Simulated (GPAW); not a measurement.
# CdTe (F-43m) in GPAW: notebook

One crystal, CdTe, is run at these levels: vdW-DF-cx, BP86; tasks: equation of state.

Everything below comes from runs of GPAW 26.7.0. Logs are shortened: lines on timing, memory, paths and dates and some standing lists are left out, and cuts for length are marked. The log counts tension as positive stress, the text compression.

**Experimental background.**

From “Multiscale insight into the Cd1-xZnxTe vibrational-mechanical properties -- High-pressure experiments and ab initio calculations”, 2023, arxiv:2306.14539, for a powder of CdTe: bulk modulus 42 ± 2 GPa.

How close the calculation comes is told below.

## 1. The structure

The structure is cubic, space group F-43m (No. 216). Conventional cell: a = 6.410 Å, b = 6.410 Å, c = 6.410 Å, α = 90.00°, β = 90.00°, γ = 90.00°. Te (site symmetry -43m) has 4 Cd at 2.78 Å as nearest neighbours. Cd (site symmetry -43m) has 4 Te at 2.78 Å as nearest neighbours.

## 2. Equation of state, vdW-DF-cx

Input file run.py:

```python
import spglib
from ase import Atoms
from ase.eos import EquationOfState
from ase.io import Trajectory, read
from ase.units import GPa
from gpaw import GPAW, PW

atoms = read('CdTe.cif')
cell, positions, numbers = spglib.find_primitive(
    (atoms.cell[:], atoms.get_scaled_positions(), atoms.numbers), symprec=1e-4)
atoms = Atoms(numbers, cell=cell, scaled_positions=positions, pbc=True)

traj = Trajectory('eos.traj', 'w')
volumes, energies = [], []
for x in [0.94, 0.96, 0.98, 1.0, 1.02, 1.04, 1.06]:
    a = atoms.copy()
    a.set_cell(atoms.cell * x**(1 / 3), scale_atoms=True)
    calc = GPAW(mode=PW(600),
                xc={'name': 'vdW-DF-cx', 'backend': 'libvdwxc'},
                kpts={'size': (6, 6, 6), 'gamma': True},
                occupations={'name': 'fermi-dirac', 'width': 0.05},
                nbands=18,
                convergence={'density': 1e-05, 'energy': 1e-05},
                maxiter=150,
                txt=f'eos-{x:.2f}.txt')
    a.calc = calc
    energies.append(a.get_potential_energy(force_consistent=True))
    volumes.append(a.get_volume())
    calc.write(f'eos-{x:.2f}.gpw')
    traj.write(a)
    print(f'{x:.2f} {volumes[-1]:10.4f} A^3 {energies[-1]:14.6f} eV', flush=True)

v0, e0, B = EquationOfState(volumes, energies, eos='birchmurnaghan').fit()
print(f'V0 = {v0:.4f} A^3, E0 = {e0:.6f} eV, B0 = {B / GPa:.2f} GPa')
```

Input file CdTe.cif:

```cif
data_CdTe
_cell_length_a 6.41000000
_cell_length_b 6.41000000
_cell_length_c 6.41000000
_cell_angle_alpha 90.00000000
_cell_angle_beta 90.00000000
_cell_angle_gamma 90.00000000
_space_group_name_H-M_alt 'F-43m'
_space_group_name_Hall 'F -4 2 3'
_space_group_IT_number 216
loop_
_space_group_symop_operation_xyz
'x,y,z'
'y,-x,-z'
'-x,-y,z'
'-y,x,-z'
'x,-y,-z'
'y,x,z'
'-x,y,-z'
'-y,-x,z'
'z,x,y'
'-z,y,-x'
'z,-x,-y'
'-z,-y,x'
'-z,x,-y'
'z,y,x'
'-z,-x,y'
'z,-y,-x'
'y,z,x'
'-x,-z,y'
'-y,z,-x'
'x,-z,-y'
'-y,-z,x'
'x,z,y'
'y,-z,-x'
'-x,z,-y'
'x,y+1/2,z+1/2'
'y,-x+1/2,-z+1/2'
'-x,-y+1/2,z+1/2'
'-y,x+1/2,-z+1/2'
'x,-y+1/2,-z+1/2'
'y,x+1/2,z+1/2'
'-x,y+1/2,-z+1/2'
'-y,-x+1/2,z+1/2'
'z,x+1/2,y+1/2'
'-z,y+1/2,-x+1/2'
'z,-x+1/2,-y+1/2'
'-z,-y+1/2,x+1/2'
'-z,x+1/2,-y+1/2'
'z,y+1/2,x+1/2'
'-z,-x+1/2,y+1/2'
'z,-y+1/2,-x+1/2'
'y,z+1/2,x+1/2'
'-x,-z+1/2,y+1/2'
'-y,z+1/2,-x+1/2'
'x,-z+1/2,-y+1/2'
'-y,-z+1/2,x+1/2'
'x,z+1/2,y+1/2'
'y,-z+1/2,-x+1/2'
'-x,z+1/2,-y+1/2'
'x+1/2,y,z+1/2'
'y+1/2,-x,-z+1/2'
'-x+1/2,-y,z+1/2'
'-y+1/2,x,-z+1/2'
'x+1/2,-y,-z+1/2'
'y+1/2,x,z+1/2'
'-x+1/2,y,-z+1/2'
'-y+1/2,-x,z+1/2'
'z+1/2,x,y+1/2'
'-z+1/2,y,-x+1/2'
'z+1/2,-x,-y+1/2'
'-z+1/2,-y,x+1/2'
'-z+1/2,x,-y+1/2'
'z+1/2,y,x+1/2'
'-z+1/2,-x,y+1/2'
'z+1/2,-y,-x+1/2'
'y+1/2,z,x+1/2'
'-x+1/2,-z,y+1/2'
'-y+1/2,z,-x+1/2'
'x+1/2,-z,-y+1/2'
'-y+1/2,-z,x+1/2'
'x+1/2,z,y+1/2'
'y+1/2,-z,-x+1/2'
'-x+1/2,z,-y+1/2'
'x+1/2,y+1/2,z'
'y+1/2,-x+1/2,-z'
'-x+1/2,-y+1/2,z'
'-y+1/2,x+1/2,-z'
'x+1/2,-y+1/2,-z'
'y+1/2,x+1/2,z'
'-x+1/2,y+1/2,-z'
'-y+1/2,-x+1/2,z'
'z+1/2,x+1/2,y'
'-z+1/2,y+1/2,-x'
'z+1/2,-x+1/2,-y'
'-z+1/2,-y+1/2,x'
'-z+1/2,x+1/2,-y'
'z+1/2,y+1/2,x'
'-z+1/2,-x+1/2,y'
'z+1/2,-y+1/2,-x'
'y+1/2,z+1/2,x'
'-x+1/2,-z+1/2,y'
'-y+1/2,z+1/2,-x'
'x+1/2,-z+1/2,-y'
'-y+1/2,-z+1/2,x'
'x+1/2,z+1/2,y'
'y+1/2,-z+1/2,-x'
'-x+1/2,z+1/2,-y'
loop_
_atom_site_label
_atom_site_type_symbol
_atom_site_symmetry_multiplicity
_atom_site_Wyckoff_symbol
_atom_site_fract_x
_atom_site_fract_y
_atom_site_fract_z
_atom_site_occupancy
Te1 Te 4 c 0.2500000000 0.2500000000 0.2500000000 1
Cd1 Cd 4 a 0.0000000000 0.0000000000 0.0000000000 1
```

Potentials or basis: GPAW PAW data sets (gpaw-data 1.2.1), pw.

Started as:

```console
$ OMP_NUM_THREADS=1 python run.py
```

What it wrote:

```text
__  _  _
 | _ |_)|_||  |
 |__||  | ||/\| - 26.7.0

Input parameters:
  mode=PW(ecut=600.0),
  convergence={'density': 1e-05, 'energy': 1e-05},
  kpts=MonkhorstPack(size=(6, 6, 6), gamma=True),
  maxiter=150,
  nbands=18,
  occupations=Occupations(name='fermi-dirac', width=0.05),
  xc=XC(name='vdW-DF-cx', backend='libvdwxc')

Diagonalizing LCAO Hamiltonian
Converting LCAO to pw mode

            Te

       Cd

Atoms  # Å, Bohr magnetons
|   | symbol |        x |        y |        z |    initial magnetic moments |
|---|--------|----------|----------|----------|-----------------------------|
| 0 |     Te | 1.580842 | 1.580842 | 1.580842 | ( 0.0000,  0.0000,  0.0000) |
| 1 |     Cd | 0.000000 | 0.000000 | 0.000000 | ( 0.0000,  0.0000,  0.0000) |

Unit cell  # Å
| periodic |        x |        y |        z |  lengths |    angles |
|----------|----------|----------|----------|----------|-----------|
|      yes | 0.000000 | 3.161684 | 3.161684 | 4.471296 | 60.000000 |
|      yes | 3.161684 | 0.000000 | 3.161684 | 4.471296 | 60.000000 |
|      yes | 3.161684 | 3.161684 | 0.000000 | 4.471296 | 60.000000 |

Number of symmetries: 24
Symmetry operations  # r_c * U_cc + t_c -> r_c
|    | kind |            matrix            |
|----|------|------------------------------|
|  0 |  E   |  1, 0, 0,  0, 1, 0,  0, 0, 1 |
|  1 |  σ   |  1, 0, 0,  0, 0, 1,  0, 1, 0 |
|  2 |  σ   |  1, 0,-1,  0, 1,-1,  0, 0,-1 |
|  3 |  C3  |  1, 0,-1,  0, 0,-1,  0, 1,-1 |
|  4 |  C3  |  1,-1, 0,  0,-1, 1,  0,-1, 0 |
|  5 |  σ   |  1,-1, 0,  0,-1, 0,  0,-1, 1 |
|  6 |  σ   |  0, 1, 0,  1, 0, 0,  0, 0, 1 |
|  7 |  C3  |  0, 1, 0,  0, 0, 1,  1, 0, 0 |
|  8 |  C2  |  0, 1,-1,  1, 0,-1,  0, 0,-1 |
|  9 |  S4  |  0, 1,-1,  0, 0,-1,  1, 0,-1 |
| 10 |  C3  |  0, 0, 1,  1, 0, 0,  0, 1, 0 |
| 11 |  σ   |  0, 0, 1,  0, 1, 0,  1, 0, 0 |
| 12 |  S4  |  0, 0,-1,  1, 0,-1,  0, 1,-1 |
| 13 |  C3  |  0, 0,-1,  0, 1,-1,  1, 0,-1 |
| 14 |  S4  |  0,-1, 1,  1,-1, 0,  0,-1, 0 |
| 15 |  C2  |  0,-1, 1,  0,-1, 0,  1,-1, 0 |
| 16 |  C3  |  0,-1, 0,  1,-1, 0,  0,-1, 1 |
| 17 |  S4  |  0,-1, 0,  0,-1, 1,  1,-1, 0 |
| 18 |  S4  | -1, 1, 0, -1, 0, 1, -1, 0, 0 |
| 19 |  C3  | -1, 1, 0, -1, 0, 0, -1, 0, 1 |
| 20 |  C3  | -1, 0, 1, -1, 1, 0, -1, 0, 0 |
| 21 |  S4  | -1, 0, 1, -1, 0, 0, -1, 1, 0 |
| 22 |  σ   | -1, 0, 0, -1, 1, 0, -1, 0, 1 |
| 23 |  C2  | -1, 0, 0, -1, 0, 1, -1, 1, 0 |

BZ-sampling:
  Number of BZ points: 216
  Number of IBZ points: 16

  Monkhorst-Pack size: [6, 6, 6]
  Monkhorst-Pack shift: [0.08333333333333333, 0.08333333333333333, 0.08333333333333333]

K-points  # in reciprocal-cell coordinates
|     |                                coordinates |     weight |
|-----|--------------------------------------------|------------|
|   0 | (  0.00000000,   0.00000000,   0.00000000) | 0.00462963 |
|   1 | (  0.16666667,   0.16666667,   0.00000000) | 0.02777778 |
|   2 | (  0.16666667,   0.16666667,   0.16666667) | 0.03703704 |
|   3 | (  0.33333333,   0.16666667,   0.16666667) | 0.05555556 |
|   4 | (  0.33333333,   0.33333333,  -0.33333333) | 0.05555556 |
|   5 | (  0.33333333,   0.33333333,   0.00000000) | 0.02777778 |
|   6 | (  0.33333333,   0.33333333,   0.16666667) | 0.11111111 |
|   7 | (  0.33333333,   0.33333333,   0.33333333) | 0.03703704 |
|   8 | (  0.50000000,   0.33333333,  -0.33333333) | 0.11111111 |
|   9 | (  0.50000000,   0.33333333,  -0.16666667) | 0.05555556 |
| ... |                                            |            |
|  15 | (  0.50000000,   0.50000000,   0.50000000) | 0.01851852 |

Plane wave coefficients: 2126
Cutoff: 600.0 eV

Spin-components: 1 (collinear spins)
Bands:           18
Projectors:      11
Spin-degeneracy: 2
Datatype:        complex128

Parallelization:
  kpt:    1
  domain: 1
  band:   1

Density:
  Valence electrons: 18.0
  Components: 1
  Grid points: [27 27 27]
  Charge: 0.0  # |e|

Potential:
  Grid points: [27 27 27]

species:
  Te:
    name:    Tellurium
    Z:       52.0
    valence: 6
    core:    46
    charge:  0.0  # [|e|]
    compensation charges:
      type: gauss
      rc: 0.36  # [Å]
      lmax: 2
    cutoffs:
      filter: 2.09  # [Å]
      core: 3.17  # [Å]
    projectors
    | kind |    occ | energy [eV] | rcut [Å] |
    |------|--------|-------------|----------|
    |   5s |  2.000 |     -15.089 |    1.180 |
    |   5p |  4.000 |      -5.955 |    1.196 |
    |    s |        |      12.123 |    1.180 |
    |    p |        |      21.256 |    1.196 |
    |    d |        |       0.000 |    1.238 |

    Using partial waves for Te as LCAO basis

  Cd:
    name:    Cadmium
    Z:       48.0
    valence: 12
    core:    36
    charge:  0.0  # [|e|]
    compensation charges:
      type: gauss
      rc: 0.38  # [Å]
      lmax: 2
    cutoffs:
      filter: 2.12  # [Å]
      core: 2.62  # [Å]
    projectors
    | kind |    occ | energy [eV] | rcut [Å] |
    |------|--------|-------------|----------|
    |   5s |  2.000 |      -5.655 |    1.191 |
    |   5p |  0.000 |      -1.186 |    1.228 |
    |   4d | 10.000 |     -11.739 |    1.164 |
    |    s |        |      21.556 |    1.191 |
    |    p |        |      26.026 |    1.228 |
    |    d |        |      15.473 |    1.164 |

    Using partial waves for Cd as LCAO basis

Reference energy: -336963.801770  # eV

eigensolver:
  PPCG
  Converge bands: occupied
  niter=2

density mixing:
  MSR1-Mixer
  Pratt-step length: 0.05
  Maximum mixing coefficient: 0.75
  Old densities: 10
  SVD Regularization: 0.005
  Good broyden scale: 1.0
  Trust region scale: 1.0
  Backstep threshold: 4.0
  History deletion threshold: 6.0
  Fourier metric: weight=20.0, sigma=0.015

occupation numbers:
  Fermi-Dirac:
    width: 0.0500  # eV

poisson solver:
  ecut: 4800.0  # eV

xc functional:
  name: vdW-DF-cx with libvdwxc
  Mode: serial
  Semilocal: GGA_X_LV_RPW86+LDA_C_PW with 2 nearest neighbor stencil
  Local blocksize: 54 x 54 x 54
  PAW datasets: PBE

convergence criteria:
- Maximum integral of absolute [dens]ity change: 1e-05 electrons / valence electron
- Maximum [total energy] change in last 3 cyles: 1e-05 eV / valence electron
- Maximum integral of absolute [eigenst]ate change: 4e-08 eV^2 / valence electron
maximum number of iterations: 150

SCF iterations
|iter     | |      energy | eigst |  dens |
|---------|-|-------------|-------|-------|
|iter:   1| |   96.669709 | -0.37 |       |
|iter:   2| |   96.709583 | -2.27 | -1.27 |
|iter:   3| |   96.870290 | -1.74 | -1.31 |
|iter:   4| |   96.871705 | -3.33 | -1.80 |
|iter:   5| |   96.872132 | -3.80 | -2.25 |
|iter:   6| |   96.872099 | -5.53 | -2.94 |
|iter:   7| |   96.872096c| -6.86 | -3.60 |
|iter:   8| |   96.872095c| -8.11c| -4.35 |
|iter:   9| |   96.872095c| -8.41c| -5.14c|

Converged in 9 steps
Energy contributions relative to reference atoms: (reference = -336963.801770)

Energy contributions:
  Kinetic:          26.169068
  Coulomb:         -23.191674
  Zero:              0.090802
  External:          0.000000
  Xc:               93.803899
  Entropy:          -0.000001
  Spinorbit:         0.000000
  ----------------------------
  Free energy:      96.872095
  Extrapolated:     96.872095

dipole moment: (-25.581158, -25.581158, -25.581158)  # |e|*Ang

Fermi level: 4.958
Eigenvalues  # (at kpt = [0.000, 0.000, 0.000])
| band index |      eig [eV] | occ [0-2] |
|------------|---------------|-----------|
|          0 |        -7.155 |     2.000 |
|          1 |        -4.111 |     2.000 |
|          2 |        -4.111 |     2.000 |
|          3 |        -4.111 |     2.000 |
|          4 |        -3.795 |     2.000 |
|          5 |        -3.795 |     2.000 |
[... 10 lines left out ...]
|         16 |        14.442 |     0.000 |
|         17 |        14.442 |     0.000 |

Gap: 0.955 eV
Transition (v -> c):
  (s=0, k=0, n=8, [0.00, 0.00, 0.00]) -> (s=0, k=0, n=9, [0.00, 0.00, 0.00])
No difference between direct/indirect transitions
# Writing to eos-0.96.gpw (mode='')
```

It took 2.1 min on 1 thread of Intel Xeon Platinum 8375C at 2.90GHz (Ice Lake), shared host; peak memory 0.35 GiB.

What came out:

| Quantity | Value |
| --- | --- |
| Equilibrium volume | 34.66 Å³/atom |
| Bulk modulus | 40 GPa |
| Pressure derivative of the bulk modulus | 4.8 |

Energy against volume, from the lowest point:
```
volume (Å³/atom)  energy (meV/atom)
          30.947              62.23
          31.605              40.38
          32.263              23.80
          32.922              11.94
          33.580               4.31
          34.239               0.49
          34.897               0.00
```

Caveat: the PAW data sets were made with another functional, which shifts forces and pressure a little. Spin-orbit coupling is left out, which matters for the levels of Te.

## 3. Equation of state, BP86

Input file run.py:

```python
from ase import Atoms
from ase.eos import EquationOfState
from ase.io import Trajectory
from ase.units import GPa
from gpaw import GPAW, PW, setup_paths

setup_paths.insert(0, '.')

atoms = Atoms(['Te', 'Cd'],
              cell=[[0.0, 3.205, 3.205],
                    [3.205, 0.0, 3.205],
                    [3.205, 3.205, 0.0]],
              scaled_positions=[[0.75, 0.75, 0.75],
                                [0.0, 0.0, 0.0]],
              pbc=True)

traj = Trajectory('eos.traj', 'w')
volumes, energies = [], []
for x in [0.94, 0.96, 0.98, 1.0, 1.02, 1.04, 1.06]:
    a = atoms.copy()
    a.set_cell(atoms.cell * x**(1 / 3), scale_atoms=True)
    calc = GPAW(mode=PW(600),
                xc='GGA_X_B88+GGA_C_P86',
                kpts={'size': (6, 6, 6), 'gamma': True},
                occupations={'name': 'fermi-dirac', 'width': 0.05},
                nbands=18,
                convergence={'density': 1e-05, 'energy': 1e-05},
                maxiter=150,
                txt=f'eos-{x:.2f}.txt')
    a.calc = calc
    energies.append(a.get_potential_energy(force_consistent=True))
    volumes.append(a.get_volume())
    p = -a.get_stress()[:3].mean() / GPa
    calc.write(f'eos-{x:.2f}.gpw')
    traj.write(a)
    print(f'{x:.2f} {volumes[-1]:10.4f} A^3 {energies[-1]:14.6f} eV {p:9.3f} GPa', flush=True)

v0, e0, B = EquationOfState(volumes, energies, eos='birchmurnaghan').fit()
print(f'V0 = {v0:.4f} A^3, E0 = {e0:.6f} eV, B0 = {B / GPa:.2f} GPa')
```

Potentials or basis: PAW data sets generated in the run's folder for this functional, pw.

Started as:

```console
$ gpaw-setup -f GGA_X_B88+GGA_C_P86 Cd Te
$ OMP_NUM_THREADS=1 python run.py
```

It took 93 s on 1 thread of Intel Xeon Platinum 8375C at 2.90GHz (Ice Lake), shared host; peak memory 0.28 GiB.

It converged, with:

```
Equilibrium volume : 36.01 Å³/atom (rough: see the caveat)
Bulk modulus       : 35 GPa (rough)
```

Energy against volume, from the lowest point:
```
volume (Å³/atom)  energy (meV/atom)
          30.947             101.28
          31.605              72.50
          32.263              49.17
          32.922              30.73
          33.580              16.68
          34.239               6.57
          34.897               0.00
```

Caveat: the minimum lies outside the volumes run. Spin-orbit coupling is left out, which matters for the levels of Te.

## 4. Comparison with measurements

Step 2. Measured bulk modulus of CdTe: 42 GPa (powder; quoted in “Multiscale insight into the Cd1-xZnxTe vibrational-mechanical properties -- High-pressure experiments and ab initio calculations”, 2023, arxiv:2306.14539). This calculation gives 40 GPa (-4.0 %). The fit is for a static lattice scaled at fixed shape and fixed fractional positions.
